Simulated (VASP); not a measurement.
# CdSe (Fm-3m) in VASP: notebook

The runs below take CdSe through relaxation of cell and atoms, with PBEsol.

Program: VASP 6.6.1. These are calculated values, not measurements. Logs are shortened: lines on timing, memory, paths and dates and some standing lists are left out, and cuts for length are marked.

## 1. The structure

It takes space group Fm-3m (No. 225, cubic). Conventional cell: a = 5.748 Å, b = 5.748 Å, c = 5.748 Å, α = 90.00°, β = 90.00°, γ = 90.00°. Around Cd (site symmetry m-3m) lie 6 Se at 2.87 Å. Se (site symmetry m-3m) has 6 Cd at 2.87 Å as nearest neighbours.

Measurements of this composition are mostly on another form, of space group No. 186.

## 2. Relaxation of cell and atoms, PBEsol, target pressure 20 GPa, at which the enthalpy is minimised

The input, INCAR:

```
SYSTEM = CdSe
PREC     = Accurate       ! precision mode
ENCUT    = 520            ! plane-wave cutoff, eV
EDIFF    = 1E-7           ! SCF threshold, eV
ISMEAR   = 0              ! smearing method
SIGMA    = 0.1            ! smearing width, eV
LREAL    = .False.        ! projectors in reciprocal space
LASPH    = .True.         ! aspherical terms in the spheres
NELM     = 60             ! most SCF steps
ALGO     = Normal         ! electronic algorithm
ISIF     = 3              ! what is computed and relaxed
LWAVE    = .False.        ! write WAVECAR
LCHARG   = .False.        ! write CHGCAR
GGA      = PS             ! functional
IBRION   = 2              ! ionic algorithm
NSW      = 80             ! ionic steps
EDIFFG   = -0.002         ! ionic threshold
PSTRESS  = 200.0
```

The input, KPOINTS:

```
Automatic mesh
0
Gamma
  8 8 8
  0 0 0
```

The input, POSCAR:

```
CdSe
1.0
    0.0000000000      2.8739580000      2.8739580000
    2.8739580000      0.0000000000      2.8739580000
    2.8739580000      2.8739580000      0.0000000000
Cd Se
1 1
Direct
    0.0000000000      0.0000000000      0.0000000000
    0.5000000000      0.5000000000      0.5000000000
```

Potentials or basis: VASP PAW PBE potentials, release 64 (Cd, Se).

On the command line:

```
> cat potpaw_PBE.64/Cd/POTCAR potpaw_PBE.64/Se/POTCAR > POTCAR
> mpirun -np 1 vasp_std > vasp.out
```

OUTCAR:

```text
SYSTEM = CdSe
   PREC = Accurate
   ENCUT = 520
   EDIFF = 1E-7
   ISMEAR = 0
   LREAL = .False.
   LASPH = .True.
   NELM = 60
   ISIF = 3
   GGA = PS
   IBRION = 2
   NSW = 80
   EDIFFG = -0.002
   PSTRESS = 200.0

 ion  position               nearest neighbor table
   1  0.000  0.000  0.000-   2 2.87   2 2.87   2 2.87   2 2.87   2 2.87   2 2.87
   2  0.500  0.500  0.500-   1 2.87   1 2.87   1 2.87   1 2.87   1 2.87   1 2.87

  LATTYP: Found a face centered cubic cell.
 ALAT       =     5.7479160000

  Lattice vectors:

 A1 = (   0.0000000000,   2.8739580000,   2.8739580000)
 A2 = (   2.8739580000,   0.0000000000,   2.8739580000)
 A3 = (   2.8739580000,   2.8739580000,   0.0000000000)

Analysis of symmetry for initial positions (statically):
=====================================================================
 Subroutine PRICEL returns:
 Original cell was already a primitive cell.

 Routine SETGRP: Setting up the symmetry group for a
 face centered cubic supercell.

 Subroutine GETGRP returns: Found 48 space group operations
 (whereof 48 operations were pure point group operations)
 out of a pool of 48 trial point group operations.

The static configuration has the point symmetry O_h .

Analysis of symmetry for dynamics (positions and initial velocities):
=====================================================================
 Subroutine PRICEL returns:
 Original cell was already a primitive cell.

 Routine SETGRP: Setting up the symmetry group for a
 face centered cubic supercell.

 Subroutine GETGRP returns: Found 48 space group operations
 (whereof 48 operations were pure point group operations)
 out of a pool of 48 trial point group operations.

The dynamic configuration has the point symmetry O_h .

 Subroutine INISYM returns: Found 48 space group operations
 (whereof 48 operations are pure point group operations),
 and found     1 'primitive' translations

----------------------------------------------------------------------------------------

                                     Primitive cell

  volume of cell :      47.4757

  direct lattice vectors                    reciprocal lattice vectors
     0.000000000  2.873958000  2.873958000    -0.173976098  0.173976098  0.173976098
     2.873958000  0.000000000  2.873958000     0.173976098 -0.173976098  0.173976098
     2.873958000  2.873958000  0.000000000     0.173976098  0.173976098 -0.173976098

  length of vectors
     4.064390381  4.064390381  4.064390381     0.301335442  0.301335442  0.301335442

  position of ions in fractional coordinates (direct lattice)
     0.000000000  0.000000000  0.000000000
     0.500000000  0.500000000  0.500000000

  ion indices of the primitive-cell ions
   primitive index   ion index
                 1           1
                 2           2

----------------------------------------------------------------------------------------

 KPOINTS: Automatic mesh

Automatic generation of k-mesh.
 Grid dimensions read from file:
 generate k-points for:    8    8    8

 Generating k-lattice:

  Cartesian coordinates                     Fractional coordinates (reciprocal lattice)
    -0.021747012  0.021747012  0.021747012     0.125000000  0.000000000  0.000000000
     0.021747012 -0.021747012  0.021747012     0.000000000  0.125000000  0.000000000
     0.021747012  0.021747012 -0.021747012     0.000000000  0.000000000  0.125000000

  Length of vectors
     0.037666930  0.037666930  0.037666930

  Shift w.r.t. Gamma in fractional coordinates (k-lattice)
     0.000000000  0.000000000  0.000000000

 Subroutine IBZKPT returns following result:
 ===========================================

 Found     29 irreducible k-points:

 Following reciprocal coordinates:
            Coordinates               Weight
  0.000000  0.000000  0.000000      1.000000
  0.125000  0.000000  0.000000      8.000000
  0.250000  0.000000  0.000000      8.000000
  0.375000  0.000000  0.000000      8.000000
  0.500000  0.000000  0.000000      4.000000
  0.125000  0.125000  0.000000      6.000000
[... 16 lines left out ...]
  0.500000  0.250000  0.125000     48.000000
 -0.375000  0.250000  0.125000     24.000000
 [... further k-points ...]
   k-points           NKPTS =     29   k-points in BZ     NKDIM =     29   number of bands    NBANDS=     13
   number of dos      NEDOS =    301   number of ions     NIONS =      2
   total plane-waves  NPLWV =  27000
   dimension x,y,z NGX =    30 NGY =   30 NGZ =   30
   dimension x,y,z NGXF=    60 NGYF=   60 NGZF=   60
   ions per type =               1   1
   NGX,Y,Z   is equivalent  to a cutoff of  12.27, 12.27, 12.27 a.u.
   NGXF,Y,Z  is equivalent  to a cutoff of  24.54, 24.54, 24.54 a.u.
 SYSTEM =  CdSe
   PREC   = accura    normal or accurate (medium, high low for compatibility)
   ISTART =      0    job   : 0-new  1-cont  2-samecut
   ICHARG =      2    charge: 1-file 2-atom 10-const
   ISPIN  =      1    spin polarized calculation?
   LNONCOLLINEAR =      F non collinear calculations
   LSORBIT =      F    spin-orbit coupling
   LASPH  =      T    aspherical Exc in radial PAW
   ENCUT  =  520.0 eV  38.22 Ry    6.18 a.u.   7.56  7.56  7.56*2*pi/ulx,y,z
   NELM   =     60;   NELMIN=  2; NELMDL= -5     # of ELM steps
   EDIFF  = 0.1E-06   stopping-criterion for ELM
   LREAL  =      F    real-space projection
   EDIFFG = -.2E-02   stopping-criterion for IOM
   NSW    =     80    number of steps for IOM
   IBRION =      2    ionic relax: 0-MD 1-quasi-New 2-CG
   NFREE  =      1    steps in history (QN), initial steepest desc. (CG)
   ISIF   =      3    stress and relaxation
   ISYM   =      2    0-nonsym 1-usesym 2-fastsym
   POTIM  = 0.5000    time-step for ionic-motion
   TEBEG  =    0.0;   TEEND  =   0.0 temperature during run
   PSTRESS=  200.0 pullay stress
   NELECT =      18.0000    total number of electrons
   NUPDOWN=      -1.0000    fix difference up-down
   EMIN   =  10.00;   EMAX   =-10.00  energy-range for DOS
   EFERMI =   0.00;   METHOD = LEGACY
   ISMEAR =     0;   SIGMA  =   0.10  broadening in eV -4-tet -1-fermi 0-gaus
   EFERMI_NEDOS =   21; number of points for ismear=-14 and -15
   IALGO  =     38    algorithm
   IMIX   =      4    mixing-type and parameters
     AMIX     =   0.40;   BMIX     =  1.00
     AMIX_MAG =   1.60;   BMIX_MAG =  1.00
  volume/ion in A,a.u.               =      23.74       160.19
  Fermi-wavevector in a.u.,A,eV,Ry     =   1.184882  2.239103 19.101849  1.403946
  Thomas-Fermi vector in A             =   2.321088
   LORBIT       =      0    0 simple, 1 ext, 2 COOP (PROOUT), +10 PAW based schemes
   GGA     = PS    functional components
   LHFCALC =     F    Hartree Fock is set to
   AEXX    =    0.0000 exact exchange contribution
   IVDW    =     0    specifies the selected vdW correction
   LEPSILON=     F    determine dielectric tensor
   LRPA    =     F    only Hartree local field effects (RPA)
 conjugate gradient relaxation of ions
 non-spin polarized calculation
 Gauss-broadening in eV      SIGMA  =   0.10
  energy-cutoff  :      520.00
  volume of cell :       47.48
 maximum number of plane-waves:      1303
   NGX = 15   NGY = 15   NGZ = 15

--------------------------------------- Ionic step        1  -------------------------------------------

 number of electron      18.0000008 magnetization

 Free energy of the ion-electron system (eV)
  ---------------------------------------------------
  ext. energy  EPLUGINS =         0.00000000
  ---------------------------------------------------
  free energy    TOTEN  =        -5.96084664 eV

  energy without entropy =       -5.95895985  energy(sigma->0) =       -5.95990325

------------------------ aborting loop because EDIFF is reached ----------------------------------------

  FORCE on cell =-STRESS in cart. coord.  units (eV):
  Direction    XX          YY          ZZ          XY          YZ          ZX
  --------------------------------------------------------------------------------------
  -------------------------------------------------------------------------------------
  Total       -1.0348372     -1.0348372     -1.0348372     -0.0000000     -0.0000000      0.0000000
  in kB      -34.9229871    -34.9229871    -34.9229871     -0.0000000     -0.0000000      0.0000000
  external PRESSURE =    -234.9229871 kB  Pullay stress =     200.0000000 kB
[... 23 lines left out ...]
  enthalpy is  TOTEN    =        -0.0344507431 eV   P V=        5.9263958990

--------------------------------------- Ionic step        2  -------------------------------------------

 number of electron      18.0000002 magnetization

 E-fermi :   9.1676     XC(G=0): -13.0492

 val. band max:        9.0841806531   @ k =  -0.2500   0.1250   0.0000
 cond. band min:       9.2462293163   @ k =   0.5000   0.0000   0.0000
 fundamental gap:      0.1620486632
 Fermi energy:         9.1676150773

 k-point     1 :       0.0000    0.0000    0.0000
  band No.  band energies     occupation
      1      -9.3154      2.00000
      2      -1.5510      2.00000
      3      -1.5510      2.00000
      4      -1.5510      2.00000
      5      -1.5316      2.00000
      6      -1.5316      2.00000
      7       6.9982      2.00000
      8       6.9982      2.00000
      9       6.9982      2.00000
     10      12.3293      0.00000
     11      17.8474      0.00000
     12      17.8474      0.00000
     13      17.8474      0.00000
[... 479 lines left out ...]
  enthalpy is  TOTEN    =        -0.9327915396 eV   P V=        4.6968892802

--------------------------------------- Ionic step        5  -------------------------------------------

 number of electron      18.0000000 magnetization

 Free energy of the ion-electron system (eV)
  ---------------------------------------------------
  ext. energy  EPLUGINS =         0.00000000
  ---------------------------------------------------
  free energy    TOTEN  =        -5.60130199 eV

  energy without entropy =       -5.59919650  energy(sigma->0) =       -5.60024925

 E-fermi :   4.6724     XC(G=0): -11.3668

 val. band max:        4.6007360834   @ k =   0.5000   0.0000   0.0000
 cond. band min:       4.7523365554   @ k =   0.3750   0.3750   0.0000
 fundamental gap:      0.1516004720
 Fermi energy:         4.6724442848

 k-point     1 :       0.0000    0.0000    0.0000
  band No.  band energies     occupation
      1     -10.1413      2.00000
      2      -4.0291      2.00000
      3      -4.0291      2.00000
      4      -4.0091      2.00000
      5      -4.0091      2.00000
      6      -4.0091      2.00000
      7       3.5026      2.00000
      8       3.5026      2.00000
      9       3.5026      2.00000
     10       5.6578      0.00000
     11      13.3084      0.00000
     12      13.3084      0.00000
     13      13.3084      0.00000
[... 397 lines left out ...]
  FREE ENERGIE OF THE ION-ELECTRON SYSTEM (eV)
  ---------------------------------------------------
  free  energy   TOTEN  =        -5.6013019947 eV

  energy  without entropy=       -5.5991965014  energy(sigma->0) =       -5.60024925

  enthalpy is  TOTEN    =        -0.9334838955 eV   P V=        4.6678180992

 reached required accuracy - stopping structural energy minimisation
```

It took 33 s on 1 thread of Intel Xeon 6975P-C (Granite Rapids), shared host; peak memory 0.18 GiB.

Results:

```yaml
Free_energy: -5.6013 eV
Relaxed_volume: 18.70 Å³/atom
Relaxed_cell: a = 3.754 Å, b = 3.754 Å, c = 3.754 Å, α = 60.00°, β = 60.00°, γ = 60.00°
Space_group_after_relaxing_to_0.05_Å: Fm-3m (No. 225)
Energy_change_on_relaxing_the_enthalpy_is_what_falls: +179.8 meV/atom
Ionic_steps: 5
Pressure_after_relaxing: 20.0 GPa
Band_gap_on_the_k_mesh: none (metal or under the smearing width)
```

The path:
| step | energy change (eV) | largest force (eV/Å) | pressure (GPa) | volume (Å³) |
| --- | --- | --- | --- | --- |
| 1 | 0.0000 | 0.0000 | -3.49 | 47.48 |
| 2 | 3.8906 | 0.0000 | 115.65 | 27.35 |
| 3 | 0.2779 | 0.0000 | 17.17 | 38.10 |
| 4 | 0.3312 | 0.0000 | 19.04 | 37.63 |
| 5 | 0.3595 | 0.0000 | 20.02 | 37.39 |

Final structure:
```
Cd Se
1.0
     0.00000    2.65413    2.65413
     2.65413    0.00000    2.65413
     2.65413    2.65413    0.00000
Cd Se
1 1
Direct
  0.00000 0.00000 0.00000
  0.50000 0.50000 0.50000
```

Levels at points of the mesh, in eV from the Fermi level:
```tsv
k point	band 5	band 6	band 7	band 8	band 9	band 10	band 11	band 12	band 13
(0.00, 0.00, 0.00)	-8.68	-8.68	-1.17	-1.17	-1.17	0.99	8.64	8.64	8.64
(0.50, 0.00, 0.00)	-8.40	-8.40	-6.31	-0.07	-0.07	2.57	4.92	4.92	7.69
(0.50, 0.50, 0.00)	-8.30	-7.33	-5.98	-3.21	-3.21	-0.75	4.88	11.27	11.91
```

Caveat: the cell is relaxed towards a set pressure, so the enthalpy falls and the energy may rise; the volume moved by over 15 % at a fixed basis, so the end points are rough; the PAW data sets were made with another functional, which shifts forces and pressure a little.

## 3. Relaxation of cell and atoms, PBEsol, target pressure 20 GPa, at which the enthalpy is minimised

This run uses another cell than the first one, of 18.70 Å³/atom, 0.788 times its volume.

INCAR is that of step 2.

KPOINTS is that of step 2.

The input, POSCAR:

```
CdSe                                    
1.0
   -0.0000000000      2.6541258075      2.6541258075
    2.6541258075     -0.0000000000      2.6541258075
    2.6541258075      2.6541258075      0.0000000000
  Cd              Se            
     1     1
Direct
     0.0000000000000000    0.0000000000000000    0.0000000000000000
     0.5000000000000000    0.5000000000000000    0.5000000000000000
```

Potentials or basis: VASP PAW PBE potentials, release 64 (Cd, Se).

On the command line:

```
> cat potpaw_PBE.64/Cd/POTCAR potpaw_PBE.64/Se/POTCAR > POTCAR
> mpirun -np 1 vasp_std > vasp.out
```

Run time: 13 s. Hardware: 1 thread of Intel Xeon 6975P-C (Granite Rapids), shared host; peak memory 0.16 GiB.

It converged, with:

| Item | Value |
| --- | --- |
| Free energy | -5.6011 eV |
| Relaxed volume | 18.71 Å³/atom |
| Relaxed cell | a = 3.754 Å, b = 3.754 Å, c = 3.754 Å, α = 60.00°, β = 60.00°, γ = 60.00° |
| Space group after relaxing (to 0.05 Å) | Fm-3m (No. 225) |
| Energy change on relaxing (the enthalpy is what falls) | -1.3 meV/atom |
| Ionic steps | 3 |
| Pressure after relaxing | 20.0 GPa |
| Band gap on the k mesh | none (metal or under the smearing width) |

The path:
| step | energy change (eV) | largest force (eV/Å) | pressure (GPa) | volume (Å³) |
| --- | --- | --- | --- | --- |
| 1 | 0.0000 | 0.0000 | 20.09 | 37.39 |
| 2 | -0.0075 | 0.0000 | 19.84 | 37.45 |
| 3 | -0.0027 | 0.0000 | 20.00 | 37.41 |

Final structure:
```xyz
2
Lattice="0.0000 2.6546 2.6546 2.6546 0.0000 2.6546 2.6546 2.6546 0.0000" Properties=species:S:1:pos:R:3 pbc="T T T"
Cd    0.0000    0.0000    0.0000
Se    2.6546    2.6546    2.6546
```

Levels at points of the mesh, in eV from the Fermi level:
| k point | band 6 | band 7 | band 8 | band 9 | band 10 | band 11 | band 12 | band 13 |
| --- | --- | --- | --- | --- | --- | --- | --- | --- |
| (0.00, 0.00, 0.00) | -8.68 | -1.17 | -1.17 | -1.17 | 0.98 | 8.64 | 8.64 | 8.64 |
| (0.50, 0.00, 0.00) | -8.40 | -6.30 | -0.07 | -0.07 | 2.57 | 4.92 | 4.92 | 7.69 |
| (0.50, 0.50, 0.00) | -7.33 | -5.98 | -3.21 | -3.21 | -0.75 | 4.88 | 11.27 | 11.90 |

Caveat: the cell is relaxed towards a set pressure, so the enthalpy falls and the energy may rise; the PAW data sets were made with another functional, which shifts forces and pressure a little.
